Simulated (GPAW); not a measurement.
The system is Te2Mo.

```
Te Mo
1.0
     3.51820    0.00000    0.00000
    -1.75910    3.04685    0.00000
     0.00000    0.00000   13.97360
Te Mo
4 2
Cartesian
  1.7591 1.0156 5.2960
  0.0000 2.0312 12.2828
  0.0000 2.0312 8.6776
  1.7591 1.0156 1.6908
  1.7591 1.0156 10.4802
  0.0000 2.0312 3.4934
```

Base run:

```yaml
Program: GPAW 26.7.0
Functional: vdW-DF
Potentials_or_basis: GPAW PAW data sets (gpaw-data 1.2.1)
Cutoff: 600 eV
Basis: pw
k_mesh: 5 × 5 × 2
Occupations: fermi-dirac, width 0.05 eV
Spin: spin-orbit coupling, no magnetisation
```

Its results: band gap on the k mesh 0.71 eV, indirect (least direct gap 1.24 eV); largest force 0.584 eV/Å.

**Question.** The run is repeated on the same cell with these changes: functional from vdW-DF to r2SCAN. What comes out?

**Answer.** Band gap on the k mesh 0.80 eV, indirect (least direct gap 1.37 eV); largest force 0.135 eV/Å.

Caveats: spin-orbit coupling was added after a scalar SCF, so levels and gaps hold it while energy, forces, pressure and moments don't; this program's spin-orbit splittings come out too wide for heavy elements; the PAW data sets were made with another functional, which shifts forces and pressure a little.

Not every run made on this cell is shown here.
